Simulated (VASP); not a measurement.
# KMgF3 (P4/mmm) in VASP: a series of runs, part 2 of 2

VASP 6.6.1. Earlier steps stand in the parts before.

## 4. Single point, PBEsol (strain +0.000 along x and y, -0.040 along z, atoms carried along)

Contents of INCAR:

```
  ALGO = Fast
  EDIFF = 1E-6
  ENCUT = 520
  GGA = PS
  ISIF = 2
  ISMEAR = 0
  LASPH = True
  LCHARG = False
  LREAL = False
  LWAVE = False
  NBANDS = 24
  NELM = 100
  PREC = Accurate
  SIGMA = 0.05
```

Contents of KPOINTS:

```
k-points
0
Gamma
  6 6 6
```

Contents of POSCAR:

```
KMgF3
1.0
    3.9859000000      0.0000000000      0.0000000000
    0.0000000000      3.9859000000      0.0000000000
    0.0000000000      0.0000000000      3.8264640000
K Mg F
1 1 3
Direct
    0.5000000000      0.5000000000      0.5000000000
    0.0000000000      0.0000000000      0.0000000000
    0.5000000000      0.0000000000      0.0000000000
    0.0000000000      0.5000000000      0.0000000000
    0.0000000000      0.0000000000      0.5000000000
```

Potentials or basis: VASP PAW PBE potentials, release 64 (K_sv, Mg, F).

Launch:

```
> cat potpaw_PBE.64/K_sv/POTCAR potpaw_PBE.64/Mg/POTCAR potpaw_PBE.64/F/POTCAR > POTCAR
> mpirun -np 1 vasp_std > vasp.out
```

OUTCAR:

```text
EDIFF = 1E-6
   ENCUT = 520
   GGA = PS
   ISIF = 2
   ISMEAR = 0
   LASPH = True
   LREAL = False
   NELM = 100
   PREC = Accurate

 ion  position               nearest neighbor table
   1  0.500  0.500  0.500-   3 2.76   4 2.76   3 2.76   4 2.76   3 2.76   3 2.76   4 2.76   4 2.76
                             5 2.82   5 2.82   5 2.82   5 2.82   2 3.41   2 3.41   2 3.41   2 3.41
   2  0.000  0.000  0.000-   5 1.91   5 1.91   3 1.99   4 1.99   4 1.99   3 1.99   1 3.41   1 3.41
                             1 3.41   1 3.41   1 3.41   1 3.41   1 3.41   1 3.41
   3  0.500  0.000  0.000-   2 1.99   2 1.99   1 2.76   1 2.76   1 2.76   1 2.76
   4  0.000  0.500  0.000-   2 1.99   2 1.99   1 2.76   1 2.76   1 2.76   1 2.76
   5  0.000  0.000  0.500-   2 1.91   2 1.91   1 2.82   1 2.82   1 2.82   1 2.82

  LATTYP: Found a simple tetragonal cell.
 ALAT       =     3.9859000000
 C/A-ratio  =     0.9600000000

  Lattice vectors:

 A1 = (   3.9859000000,   0.0000000000,   0.0000000000)
 A2 = (   0.0000000000,   3.9859000000,   0.0000000000)
 A3 = (   0.0000000000,   0.0000000000,   3.8264640000)

Analysis of symmetry for initial positions (statically):
=====================================================================
 Subroutine PRICEL returns:
 Original cell was already a primitive cell.

 Routine SETGRP: Setting up the symmetry group for a
 simple tetragonal supercell.

 Subroutine GETGRP returns: Found 16 space group operations
 (whereof 16 operations were pure point group operations)
 out of a pool of 16 trial point group operations.

The static configuration has the point symmetry D_4h.

Analysis of symmetry for dynamics (positions and initial velocities):
=====================================================================
 Subroutine PRICEL returns:
 Original cell was already a primitive cell.

 Routine SETGRP: Setting up the symmetry group for a
 simple tetragonal supercell.

 Subroutine GETGRP returns: Found 16 space group operations
 (whereof 16 operations were pure point group operations)
[... 132 lines left out ...]
   LORBIT       =      0    0 simple, 1 ext, 2 COOP (PROOUT), +10 PAW based schemes
   GGA     = PS    functional components
   LHFCALC =     F    Hartree Fock is set to
   AEXX    =    0.0000 exact exchange contribution
   IVDW    =     0    specifies the selected vdW correction
   LEPSILON=     F    determine dielectric tensor
   LRPA    =     F    only Hartree local field effects (RPA)
 non-spin polarized calculation
 RMM-DIIS sequential band-by-band and
 Gauss-broadening in eV      SIGMA  =   0.05
  energy-cutoff  :      520.00
  volume of cell :       60.79
 maximum number of plane-waves:      1663
 NGX is ok and might be reduce to    30
   NGX = 15   NGY = 15   NGZ = 15

 number of electron      31.9999975 magnetization

 Free energy of the ion-electron system (eV)
  ---------------------------------------------------
  ext. energy  EPLUGINS =         0.00000000
  ---------------------------------------------------
  free energy    TOTEN  =       -25.20703330 eV

  energy without entropy =      -25.20703330  energy(sigma->0) =      -25.20703330

 E-fermi :  -1.1831     XC(G=0): -10.1572

 val. band max:       -1.4837957349   @ k =   0.5000   0.5000   0.5000
 cond. band min:       5.9305197112   @ k =   0.0000   0.0000   0.0000
 fundamental gap:      7.4143154462
 Fermi energy:        -1.1831041719

 k-point     1 :       0.0000    0.0000    0.0000
  band No.  band energies     occupation
      1     -26.8970      2.00000
      2     -21.6472      2.00000
      3     -20.9260      2.00000
      4     -20.8411      2.00000
      5     -10.4848      2.00000
      6     -10.4848      2.00000
[... 637 lines left out ...]
     23      12.8404      0.00000
     24      13.9198      0.00000

 [... further k-points ...]

------------------------ aborting loop because EDIFF is reached ----------------------------------------

  FORCE on cell =-STRESS in cart. coord.  units (eV):
  Direction    XX          YY          ZZ          XY          YZ          ZX
  --------------------------------------------------------------------------------------
  -------------------------------------------------------------------------------------
  Total        0.6602162      0.6602162      2.6439580      0.0000000      0.0000000      0.0000000
  in kB       17.3998831     17.3998831     69.6810540      0.0000000      0.0000000      0.0000000
  external PRESSURE =      34.8269401 kB  Pullay stress =       0.0000000 kB

 VOLUME and BASIS-vectors are now :
 -----------------------------------------------------------------------------
  energy-cutoff  :      520.00
  volume of cell :       60.79
      direct lattice vectors                 reciprocal lattice vectors
     3.985900000  0.000000000  0.000000000     0.250884367  0.000000000  0.000000000
     0.000000000  3.985900000  0.000000000     0.000000000  0.250884367  0.000000000
     0.000000000  0.000000000  3.826464000     0.000000000  0.000000000  0.261337883

 POSITION                                       TOTAL-FORCE (eV/Angst)
 -----------------------------------------------------------------------------------
      1.99295      1.99295      1.91323         0.000000      0.000000      0.000000
      0.00000      0.00000      0.00000         0.000000      0.000000      0.000000
      1.99295      0.00000      0.00000         0.000000      0.000000      0.000000
      0.00000      1.99295      0.00000         0.000000      0.000000      0.000000
      0.00000      0.00000      1.91323         0.000000      0.000000      0.000000
 -----------------------------------------------------------------------------------
    total drift:                                0.000000     -0.000000      0.000000

  FREE ENERGIE OF THE ION-ELECTRON SYSTEM (eV)
  ---------------------------------------------------
  free  energy   TOTEN  =       -25.2070332993 eV

  energy  without entropy=      -25.2070332993  energy(sigma->0) =      -25.20703330
```

OSZICAR:

```text
N       E                     dE             d eps       ncg     rms          rms(c)
DAV:   1     0.215231837341E+03    0.21523E+03   -0.17474E+04  2008   0.129E+03
DAV:   2    -0.157768474958E+02   -0.23101E+03   -0.22246E+03  2416   0.341E+02
DAV:   3    -0.266229755583E+02   -0.10846E+02   -0.10786E+02  2760   0.685E+01
DAV:   4    -0.270858185069E+02   -0.46284E+00   -0.46278E+00  2560   0.878E+00
DAV:   5    -0.270882909506E+02   -0.24724E-02   -0.24724E-02  2600   0.719E-01    0.823E+00
RMM:   6    -0.252309061599E+02    0.18574E+01   -0.53813E+00  2228   0.132E+01    0.379E+00
RMM:   7    -0.252183340425E+02    0.12572E-01   -0.28346E-01  2417   0.290E+00    0.252E+00
RMM:   8    -0.252088516830E+02    0.94824E-02   -0.74812E-02  2430   0.242E+00    0.386E-01
RMM:   9    -0.252067113817E+02    0.21403E-02   -0.92766E-03  2586   0.591E-01    0.167E-01
RMM:  10    -0.252069445489E+02   -0.23317E-03   -0.42525E-03  2556   0.403E-01    0.118E-01
RMM:  11    -0.252069996473E+02   -0.55098E-04   -0.57610E-04  2664   0.159E-01    0.401E-02
RMM:  12    -0.252070239370E+02   -0.24290E-04   -0.28774E-04  2725   0.106E-01    0.293E-02
RMM:  13    -0.252070265453E+02   -0.26083E-05   -0.10649E-04  2730   0.568E-02    0.945E-03
RMM:  14    -0.252070310525E+02   -0.45071E-05   -0.37171E-05  2743   0.280E-02    0.281E-03
RMM:  15    -0.252070326620E+02   -0.16095E-05   -0.11907E-05  2272   0.136E-02    0.260E-03
RMM:  16    -0.252070332993E+02   -0.63729E-06   -0.46754E-06  2056   0.847E-03
   1 F= -.25207033E+02 E0= -.25207033E+02  d E =-.724590E-19
```

stdout:

```text
POSCAR found type information on POSCAR K MgF
 POSCAR found :  3 types and       5 ions
 scaLAPACK will be used
 -----------------------------------------------------------------------------
|                                                                             |
|                                                                             |
|     You enforced a specific xc type in the INCAR file but a different       |
|     I HOPE YOU KNOW WHAT YOU ARE DOING!                                     |
|                                                                             |
 -----------------------------------------------------------------------------

 LDA part: xc-table for (Slater+PW92), standard interpolation
 POSCAR, INCAR and KPOINTS ok, starting setup
 FFT: planning ... GRIDC
 FFT: planning ... GRID_SOFT
 FFT: planning ... GRID
 WAVECAR not read
 entering main loop
```

It took 47 s on 1 thread of Intel Xeon Platinum 8488C (Sapphire Rapids), shared host; peak memory 0.19 GiB.

What came out:

* Free energy: -25.2070 eV
* Pressure: 3.5 GPa
* Band gap on the k mesh: 7.41 eV, indirect (least direct gap 7.75 eV)

Stress tensor (GPa, compression positive):
```
1.74 0.00 0.00
0.00 1.74 0.00
0.00 0.00 6.97
```

Levels at points of the mesh, in eV from the valence-band top:
```csv
k point,band 13,band 14,band 15,band 16,band 17,band 18,band 19,band 20
"(0.00, 0.00, 0.00)",-0.62,-0.33,-0.33,-0.33,7.41,9.88,10.08,12.01
"(0.50, 0.00, 0.00)",-0.88,-0.84,-0.57,-0.57,10.14,10.66,10.99,12.74
"(0.50, 0.50, 0.00)",-1.10,-1.05,-1.05,-0.07,11.00,11.61,12.71,12.71
"(0.00, 0.00, 0.50)",-1.08,-0.96,-0.58,-0.58,10.31,10.74,11.31,12.80
"(0.50, 0.00, 0.50)",-1.13,-0.89,-0.89,-0.03,11.04,11.85,12.80,12.82
"(0.50, 0.50, 0.50)",-1.12,-0.04,0.00,0.00,10.44,10.44,10.45,13.94
```

Caveat: the PAW data sets were made with another functional, which shifts forces and pressure a little. A k mesh can miss the band edges.

## 5. Single point, PBEsol (strain -0.040 along x and y, -0.080 along z, atoms carried along)

Contents of INCAR:

```
SYSTEM = KMgF3
  PREC = Accurate
  ENCUT = 520
  EDIFF = 1E-7
  ISMEAR = 0
  SIGMA = 0.05
  LREAL = .FALSE.
  LASPH = .TRUE.
  NELM = 100
  ALGO = Fast
  ISIF = 2
  LWAVE = .FALSE.
  LCHARG = .FALSE.
  GGA = PS
  NBANDS = 24
```

Contents of KPOINTS:

```
Automatic mesh
0
G
  6 6 6
  0 0 0
```

Edit POSCAR of step 4 so:

```diff
@@ -2,5 +2,5 @@
 1.0
-    3.9859000000      0.0000000000      0.0000000000
-    0.0000000000      3.9859000000      0.0000000000
-    0.0000000000      0.0000000000      3.8264640000
+    3.8264640000      0.0000000000      0.0000000000
+    0.0000000000      3.8264640000      0.0000000000
+    0.0000000000      0.0000000000      3.6670280000
 K Mg F
```

Launch:

```
> cat potpaw_PBE.64/K_sv/POTCAR potpaw_PBE.64/Mg/POTCAR potpaw_PBE.64/F/POTCAR > POTCAR
> mpirun -np 1 vasp_std > vasp.out
```

It took 42 s on 1 thread of Intel Xeon Platinum 8488C (Sapphire Rapids), shared host; peak memory 0.18 GiB.

Results (log left out):

* Free energy: -24.7427 eV
* Pressure: 18.2 GPa
* Band gap on the k mesh: 8.44 eV, indirect (least direct gap 8.77 eV)

Stress tensor (GPa, compression positive):
```
15.15  0.00  0.00
 0.00 15.15  0.00
 0.00  0.00 24.19
```

Levels at points of the mesh, in eV from the valence-band top:
| k point | band 14 | band 15 | band 16 | band 17 | band 18 | band 19 |
| --- | --- | --- | --- | --- | --- | --- |
| (0.00, 0.00, 0.00) | -0.33 | -0.33 | -0.32 | 8.44 | 9.96 | 10.21 |
| (0.50, 0.00, 0.00) | -1.00 | -0.66 | -0.63 | 10.91 | 11.28 | 12.02 |
| (0.50, 0.50, 0.00) | -1.21 | -1.21 | -0.11 | 11.67 | 12.13 | 13.68 |
| (0.00, 0.00, 0.50) | -1.21 | -0.68 | -0.68 | 11.09 | 11.66 | 12.11 |
| (0.50, 0.00, 0.50) | -0.99 | -0.98 | -0.03 | 11.72 | 12.45 | 13.32 |
| (0.50, 0.50, 0.50) | -0.07 | 0.00 | 0.00 | 10.89 | 10.92 | 10.92 |

Caveat: so large a pressure means that the cell lies far from this level's equilibrium, or that cutoff or potentials fall short; the potentials were made for another functional, which shifts forces and pressure. A k mesh can miss the band edges.

## 6. Summary

| cell | further INCAR settings | gap on the mesh (eV) | pressure (GPa) |
| --- | --- | --- | --- |
| strain +0.000 along x and y, +0.080 along z, atoms carried along | ALGO = Fast; EDIFF = 1e-06; NBANDS = 24 | 6.54 | -4.3 |
| strain -0.040 along x and y, +0.000 along z, atoms carried along | ALGO = Fast; EDIFF = 1e-07; NBANDS = 24 | 7.71 | 7.5 |
| strain +0.000 along x and y, -0.040 along z, atoms carried along | ALGO = Fast; EDIFF = 1e-06; NBANDS = 24 | 7.41 | 3.5 |
| strain -0.040 along x and y, -0.080 along z, atoms carried along | ALGO = Fast; EDIFF = 1e-07; NBANDS = 24 | 8.44 | 18.2 |

Alike in all rows: task single point; level PBEsol; potentials or basis VASP PAW PBE potentials, release 64 (K_sv, Mg, F); no spin polarisation; k mesh 6 × 6 × 6; cutoff (eV) 520; smearing gaussian 0.05 eV.

Caveats: the PAW data sets were made with another functional, which shifts forces and pressure a little (some runs); so large a pressure means that the cell lies far from this level's equilibrium, or that cutoff or potentials fall short (some runs); the potentials were made for another functional, which shifts forces and pressure (some runs).

Absolute energies hang on the potentials; compare differences alone.
